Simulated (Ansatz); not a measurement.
# The stack of 2H-WSe2 under 1T-SiSTe, upper layer turned by 180° between two gates, part 4 of 4

Wanted: Fermi level and gate voltage of the stack of 2H-WSe2 under 1T-SiSTe, upper layer turned by 180° as it is charged.

Ansatz 0.2.0; plane-wave DFT, PBE-D3(BJ), Ansatz PAW.

So far. Step 9 (Gated layer, added electrons -10×10¹³ per cm²): Against the uncharged case this takes -4.01 V.

### Step 12. Relaxing the charged layer, added electrons 10×10¹³ per cm²

Contents of input.yaml:

```yaml
crystal:
  lattice:
    - [3.3757546174, 0.0, 0.0]
    - [-1.6878773087, 2.9234892556, 0.0]
    - [0.0, 0.0, 48.8778472919]
  atoms:
    - { symbol: Se, position: [0.3333333333, 0.6666666667, 0.400999657] }
    - { symbol: W, position: [0.0, 0.0, 0.4347994009] }
    - { symbol: Se, position: [0.3333333333, 0.6666666667, 0.4685502214] }
    - { symbol: Te, position: [0.6666666667, 0.3333333333, 0.5354893235] }
    - { symbol: Si, position: [0.3333333333, 0.6666666667, 0.5732345221] }
    - { symbol: S, position: [0.0, 0.0, 0.599000343] }
  periodic: [true, true, false]
  symmetry: { detect: true }
total_charge: -0.09869
kpoints:
  mp_grid: { grid: [18, 18, 1] }
hamiltonian:
  xc: pbe
  dispersion: d3bj
scf:
  occupations: { method: fermi_dirac, width: 0.05 }
  convergence: { dr2_threshold: 1.0e-09 }
relax:
  f_tol: 0.003
  max_steps: 50
  constraints: [{ site: 3, fix: z }]
external_charges:
  - { charge: 0, barrier: 10, axis: 3, height: 32.778, sigma: 0.25 }
  - { charge: 0.049345, axis: 3, height: 34.278, sigma: 0.5 }
  - { charge: 0, barrier: 10, axis: 3, height: 16.1, sigma: 0.25 }
  - { charge: 0.049345, axis: 3, height: 14.6, sigma: 0.5 }
output:
  write_potential: true
  write_density: true
  volumetric_format: npy
```

Command:

```bash
> ansatz run input.yaml --threads 4 --pin off --max-ram 12288MiB --backend cpu --events-out ev --progress --plain --runs-dir out
```

Numbers of over 12 decimals in the logs are rounded to 6 here.

Output:

```text
[...]
Crystal: 6 atoms, lattice volume = 482.375 Å³
Basis set: ecut = 420 eV, 9487 PW (Γ), exchange–correlation on 48×48×720 points (8 copies of the dense FFT grid, shifted against one another)
Bands: 44, of which v1, the nominal top of the filled ones, is band 36 counted from 1 (35 counted from 0)
Symmetry: 6 space group operations
[...]
k-points: 37 of 324 (time reversal used)
[...]
SCF iter   1: F=—  HF=-29845.518645 eV  |F-HF|=—  |Δ(HF+E_count)|=         —  Δρ=1.65e-2  dr2=2.24e0  ethr=3.10e-3  ⟨swp⟩=19.5  Hψ=12458  notcnv=0  defer=1
[...]
SCF iter  15: F=-29845.104174 eV  HF=-29845.104174 eV  |F-HF|=1.43e-9  |Δ(HF+E_count)|=   1.02e-9  Δρ=1.09e-7  dr2=1.24e-10  ethr=1.39e-12  ⟨swp⟩=12.9  Hψ=12301  notcnv=0
SCF 1 converged in 15 iterations: F = -29845.104174 eV  dr2 = 1.24e-10
[...]
relax step   1: F+E_penalty+E_count = -29845.10417422 eV  Δ(F+E_penalty+E_count) = +0.000e0 eV  max|allowed force component| = 1.470e-1 eV/Å  Δτ_max = 0.0000 Å  (15 SCF iters, accepted)
[...]
SCF iter  10: F=-29845.105058 eV  HF=-29845.105058 eV  |F-HF|=2.43e-9  |Δ(HF+E_count)|=   5.21e-9  Δρ=1.29e-7  dr2=5.97e-11  ethr=1.39e-12  ⟨swp⟩=13.7  Hψ=13607  notcnv=0
SCF 2 converged in 10 iterations: F = -29845.105058 eV  dr2 = 5.97e-11
[...]
relax step   2: F+E_penalty+E_count = -29845.10505809 eV  Δ(F+E_penalty+E_count) = -8.839e-4 eV  max|allowed force component| = 8.105e-2 eV/Å  Δτ_max = 0.0218 Å  (10 SCF iters, accepted)
SCF iter   1: F=—  HF=-29845.105524 eV  |F-HF|=—  |Δ(HF+E_count)|=         —  Δρ=3.55e-4  dr2=1.04e-3  ethr=5.55e-6  ⟨swp⟩=3.5  Hψ=3768  notcnv=0  defer=40
[...]
SCF iter   9: F=-29845.105273 eV  HF=-29845.105273 eV  |F-HF|=3.27e-9  |Δ(HF+E_count)|=   5.63e-9  Δρ=2.66e-7  dr2=6.32e-10  ethr=1.39e-12  ⟨swp⟩=12.7  Hψ=15731  notcnv=0
SCF 3 converged in 9 iterations: F = -29845.105273 eV  dr2 = 6.32e-10
[...]
relax step   3: F+E_penalty+E_count = -29845.10527339 eV  Δ(F+E_penalty+E_count) = -2.153e-4 eV  max|allowed force component| = 7.614e-3 eV/Å  Δτ_max = 0.0127 Å  (9 SCF iters, accepted)
SCF iter   1: F=—  HF=-29845.105444 eV  |F-HF|=—  |Δ(HF+E_count)|=         —  Δρ=1.12e-4  dr2=4.45e-5  ethr=1.34e-6  ⟨swp⟩=2.9  Hψ=3412  notcnv=0  defer=39
[...]
SCF iter   8: F=-29845.105275 eV  HF=-29845.105275 eV  |F-HF|=1.98e-9  |Δ(HF+E_count)|=   4.81e-9  Δρ=1.19e-7  dr2=1.56e-10  ethr=1.39e-12  ⟨swp⟩=13.8  Hψ=13564  notcnv=0
SCF 4 converged in 8 iterations: F = -29845.105275 eV  dr2 = 1.56e-10
relax step   4: F+E_penalty+E_count = -29845.10527543 eV  Δ(F+E_penalty+E_count) = -2.042e-6 eV  max|allowed force component| = 1.952e-3 eV/Å  Δτ_max = 0.0036 Å  (8 SCF iters, accepted)
[...]
SCF converged after 8 iterations
Free energy (F): -29845.105275 eV
[...]
Internal energy: -29845.089772 eV  (E = F + TS)
E sigma→0 (E₀):  -29845.097524 eV
Entropy (-TS):   -0.015504 eV (-2.584 meV/atom)
Fermi energy:    -0.630188 eV
[...]
--- Forces (eV/Å), atoms and charges each counted from 1 ---
  atom   1  Se    -0.00000000     0.00000000     0.00153621
  atom   2  W      0.00000000    -0.00000000    -0.00195207
  atom   3  Se    -0.00000000     0.00000000    -0.00013952
  atom   4  Te    -0.00000000    -0.00000000     0.00495250
  atom   5  Si     0.00000000     0.00000000    -0.00017823
  atom   6  S     -0.00000000     0.00000000     0.00001874
  external charge   1     0.00000000     0.00000000     0.00755798
  external charge   2     0.00000000     0.00000000    -0.02232044
  external charge   3     0.00000000     0.00000000    -0.01179718
  external charge   4     0.00000000     0.00000000     0.02231883
  max |Σ_I F_I| component, the external charges' with the atoms': 3.18e-6 eV/Å
--- Band table (eV; the first three rows and the last of 37) ---
  k-point 0: bands = [... 32 lower, -3.2003, -2.0298, 0.2908, 0.2908, 0.7467, 0.7467, 0.8226, 0.9582, ... 4 higher]
  k-point 1: bands = [... 32 lower, -3.2161, -2.0560, -0.1339, 0.2379, 0.6232, 0.7244, 0.8254, 0.9035, ... 4 higher]
  k-point 2: bands = [... 32 lower, -3.1104, -2.1624, -1.0610, 0.0687, 0.3737, 0.4505, 0.7485, 1.0433, ... 4 higher]
  k-point 36: bands = [... 32 lower, -4.2876, -3.8044, -3.0234, -1.9952, -0.6742, -0.6218, 0.9230, 1.3515, ... 4 higher]
--- Relaxed structure (4 steps of the walk, 4 accepted, 0 SCFs on fresh bases) ---
  F+E_penalty+E_count = -29845.10527543 eV   max|allowed force component| = 1.952e-3 eV/Å
  cell:  # Å, volume = 482.3746 Å³
    - [3.375755, 0.0, 0.0]
    - [-1.687877, 2.923489, 0.0]
    - [0.0, 0.0, 48.8778472919]
  atoms:
    - { symbol: Se, position: [0.333333, 0.666667, 0.401254] }
    - { symbol: W, position: [-1.2074225958825816e-17, -3.083952846216893e-17, 0.434981] }
    - { symbol: Se, position: [0.333333, 0.666667, 0.468765] }
    - { symbol: Te, position: [0.666667, 0.333333, 0.5354893235] }
    - { symbol: Si, position: [0.333333, 0.666667, 0.572867] }
    - { symbol: S, position: [-1.2641762923248892e-17, -3.083952846216893e-17, 0.598829] }
```

Elapsed: 1.8 min, on 4 threads of Arm Neoverse V1, shared host; peak memory 1.2 GiB; 6.9 min of CPU time.

Relaxation path:

```
step  energy less that of the first step (eV)  largest force component (eV/Å)
   1                                   0.0000                          0.1470
   2                                  -0.0009                          0.0811
   3                                  -0.0011                          0.0076
   4                                  -0.0011                          0.0020
```

The run keeps the 6 symmetry operations that it works with, so distortions that break them were not tested.

The atoms that moved most (Å):

```
atom     dx     dy      dz  length
 Si5  0.000  0.000  -0.018   0.018
 Se1  0.000  0.000   0.012   0.012
 Se3  0.000  0.000   0.011   0.011
  W2  0.000  0.000   0.009   0.009
  S6  0.000  0.000  -0.008   0.008
```

The relaxed structure:

```cif
data_structure
_symmetry_space_group_name_H-M 'P 1'
_symmetry_Int_Tables_number 1
_cell_length_a 3.3758
_cell_length_b 3.3758
_cell_length_c 48.8778
_cell_angle_alpha 90.000
_cell_angle_beta 90.000
_cell_angle_gamma 120.000
_cell_volume 482.37
loop_
_atom_site_label
_atom_site_type_symbol
_atom_site_fract_x
_atom_site_fract_y
_atom_site_fract_z
_atom_site_occupancy
Se1 Se 0.33333 0.66667 0.40125 1
W2 W 0.00000 0.00000 0.43498 1
Se3 Se 0.33333 0.66667 0.46877 1
Te4 Te 0.66667 0.33333 0.53549 1
Si5 Si 0.33333 0.66667 0.57287 1
S6 S 0.00000 0.00000 0.59883 1
```

Numbers from this step:

```
energy at zero smearing                                                             : -29845.0975 eV
potential beyond the upper barrier and gate, less the barrier, from the Fermi level : 1.007 eV
```

The relaxation took 4 steps and lowered the energy by 0.0011 eV; the largest force on the free atoms ends at 0.0020 eV/Å.

### Step 13. A changed input

This step: plane-wave DFT, PBE-D3(BJ), Ansatz PAW, but for the change named below (Ansatz 0.2.0).

An input spoilt on purpose, to show how the run answers: it repeats the earlier run at 1 × 10¹³ added electrons per cm² with hamiltonian.dispersion from dispersion to dispersio, and scf.max_iter set to 60.

Contents of input.yaml:

```yaml
crystal:
  lattice:
    - [3.3757546174, 0.0, 0.0]
    - [-1.6878773087, 2.9234892556, 0.0]
    - [0.0, 0.0, 48.8778472919]
  atoms:
    - { symbol: Se, position: [0.3333333333, 0.6666666667, 0.400999657] }
    - { symbol: W, position: [0.0, 0.0, 0.4347994009] }
    - { symbol: Se, position: [0.3333333333, 0.6666666667, 0.4685502214] }
    - { symbol: Te, position: [0.6666666667, 0.3333333333, 0.5354893235] }
    - { symbol: Si, position: [0.3333333333, 0.6666666667, 0.5732345221] }
    - { symbol: S, position: [0.0, 0.0, 0.599000343] }
  periodic: [true, true, false]
  symmetry: { detect: true }
total_charge: -0.009868
kpoints:
  mp_grid: { grid: [36, 36, 1] }
hamiltonian:
  xc: pbe
  dispersio: d3bj
scf:
  occupations: { method: fermi_dirac, width: 0.05 }
  convergence: { dr2_threshold: 1.0e-10 }
  max_iter: 60
output:
  forces: true
  eigenvalues: true
  write_potential: true
  write_density: true
  volumetric_format: npy
external_charges:
  - { charge: 0, barrier: 10, axis: 3, height: 32.778, sigma: 0.25 }
  - { charge: 0.004934, axis: 3, height: 34.278, sigma: 0.5 }
  - { charge: 0, barrier: 10, axis: 3, height: 16.1, sigma: 0.25 }
  - { charge: 0.004934, axis: 3, height: 14.6, sigma: 0.5 }
```

Output:

```text
Error: YAML parse error: error: line 20 column 3: unknown field `dispersio`, expected one of xc, dispersion, noncollinear_xc, pseudopotentials, hubbard, deformation_potential_offset, integrals
  --> <input>:20:3
   |
18 | hamiltonian:
19 |   xc: pbe
20 |   dispersio: d3bj
   |   ^ unknown field `dispersio`, expected one of xc, dispersion, noncollinear_xc, pseudopotentials, hubbard, deformation_potential_offset, integrals
21 | scf:
22 |   occupations: { method: fermi_dirac, width: 0.05 }
   |
```

It took 0.02 s on 4 threads; peak memory 0.021 GiB.

The input was rejected at the start.

The program's message: “Error: YAML parse error: error: line 20 column 3: unknown field `dispersio`, expected one of xc, dispersion, noncollinear_xc, pseudopotentials, hubbard, deformation_potential_offset, integrals”

A key was misspelt on purpose.

### Step 14. A changed input

This step: plane-wave DFT, PBE-D3(BJ), Ansatz PAW (Ansatz 0.2.0).

Another changed input: it repeats the earlier run at 1 × 10¹³ added electrons per cm² with scf.occupations.width from 0.05 removed and scf.occupations.method from fermi_dirac to tetrahedron_uncorrected.

Changes to input.yaml since step 13:

```diff
@@ -19,7 +19,6 @@
   xc: pbe
-  dispersio: d3bj
+  dispersion: d3bj
 scf:
-  occupations: { method: fermi_dirac, width: 0.05 }
+  occupations: { method: tetrahedron_uncorrected }
   convergence: { dr2_threshold: 1.0e-10 }
-  max_iter: 60
 output:
```

Output:

```text
[...]
Crystal: 6 atoms, lattice volume = 482.375 Å³
Basis set: ecut = 420 eV, 9487 PW (Γ), exchange–correlation on 48×48×720 points (8 copies of the dense FFT grid, shifted against one another)
Bands: 44, of which v1, the nominal top of the filled ones, is band 36 counted from 1 (35 counted from 0)
Symmetry: 6 space group operations
[...]
k-points: 127 of 1296 (time reversal used)
[...]
SCF iter  24: F=-29844.880495 eV  HF=-29844.880495 eV  |F-HF|=2.91e-10  |Δ(HF+E_count)|=  1.89e-10  Δρ=3.35e-8  dr2=1.53e-11  ethr=1.00e-12  ⟨swp⟩=8.6  Hψ=27679  notcnv=0
SCF 1 converged in 24 iterations: F = -29844.880495 eV  dr2 = 1.53e-11
[...]
SCF converged after 24 iterations
Free energy (F): -29844.880495 eV
[...]
Internal energy: -29844.880495 eV  (E = F + TS)
E sigma→0 (E₀):  -29844.880495 eV
Fermi energy:    -3.951610 eV
[...]
--- Forces (eV/Å), atoms and charges each counted from 1 ---
  atom   1  Se     0.00000000     0.00000000     0.00962247
  atom   2  W      0.00000000    -0.00000000    -0.00707985
  atom   3  Se    -0.00000000     0.00000000     0.00656458
  atom   4  Te     0.00000000     0.00000000     0.11099802
  atom   5  Si     0.00000000     0.00000000    -0.09911763
  atom   6  S     -0.00000000     0.00000000    -0.01833451
  external charge   1     0.00000000     0.00000000     0.00466886
  external charge   2     0.00000000     0.00000000    -0.00022307
  external charge   3     0.00000000     0.00000000    -0.00732283
  external charge   4     0.00000000     0.00000000     0.00022300
  max |Σ_I F_I| component, the external charges' with the atoms': 9.64e-7 eV/Å
--- Band table (eV; the first three rows and the last of 127) ---
  k-point 0: bands = [... 32 lower, -6.4319, -5.0664, -3.0033, -3.0033, -2.4762, -2.2795, -2.2795, -2.0664, ... 4 higher]
  k-point 1: bands = [... 32 lower, -6.3423, -5.0731, -3.1211, -3.0160, -2.4286, -2.2984, -2.2588, -2.1046, ... 4 higher]
  k-point 2: bands = [... 32 lower, -6.2399, -5.0951, -3.4286, -3.0555, -2.4275, -2.3216, -2.1991, -2.1229, ... 4 higher]
  k-point 126: bands = [... 32 lower, -7.2947, -7.0935, -6.3114, -5.0336, -3.9481, -3.7119, -2.0974, -1.6780, ... 4 higher]
```

Wall time 2.8 min (4 threads); peak memory 2.1 GiB; 11 min of CPU time.

This step gave:

```yaml
potential_beyond_the_upper_barrier_and_gate_less_the_barrier_from_the_fermi_level: 4.201 eV
```

Force by atom:

```
atom  x (eV/Å)  y (eV/Å)  z (eV/Å)   size
 Se1     0.000     0.000     0.010  0.010
  W2     0.000     0.000    -0.007  0.007
 Se3     0.000     0.000     0.007  0.007
 Te4     0.000     0.000     0.111  0.111
 Si5     0.000     0.000    -0.099  0.099
  S6     0.000     0.000    -0.018  0.018
```

```
                                                                                quantity  this run  earlier run  difference
potential beyond the upper barrier and gate, less the barrier, from the Fermi level (eV)     4.201        4.224      -0.023
```

It moves by -0.0226 eV.

### Step 15. Results

```json
{
  "gap with uncharged gates": "none",
  "gate voltage at 10×10¹³ holes per cm²": "-4.01 V",
  "gate voltage at 10×10¹³ electrons per cm²": "+3.75 V",
  "total capacitance near 6.5×10¹³ holes per cm²": "3.97 µF/cm²"
}
```

What this shows: Putting 10×10¹³ holes per cm² on the layer takes -4.01 V on the gates; how far the Fermi level moves against the bands is taken for single layers without spin and with an even electron count alone. Plates 5 Å apart on both sides would give 3.54 µF/cm² in vacuum; the computed total runs from 4.0 to 4.34 µF/cm². A value over that of the plates means that the screening charge has its centre outside the outer atoms; a low density of states works the other way. Few carriers sample few k-points, so the slopes at the lowest densities depend on the mesh and on the temperature. The gates are charged sheets behind model barriers, not atoms. The main runs have no spin polarisation; a magnetic state could lie lower and would change these results. Spin-orbit coupling is left out, which matters for the bands of elements this heavy.

[Logs are printed without paths, hosts, clocks, repeated set-up lines and the standing remarks that a program may print on its own settings, such as how far it seeks lower states.]

[Hosts, paths, dates, database ids (printed as entryN), source tags and the programs' standing remarks are cut or masked in the printed files.]

[Maps of the electrostatic potential energy from Ansatz leave out the sawtooth potential of an applied field or a dipole correction, so their vacuum need not be flat; planar profiles and work functions include it.]
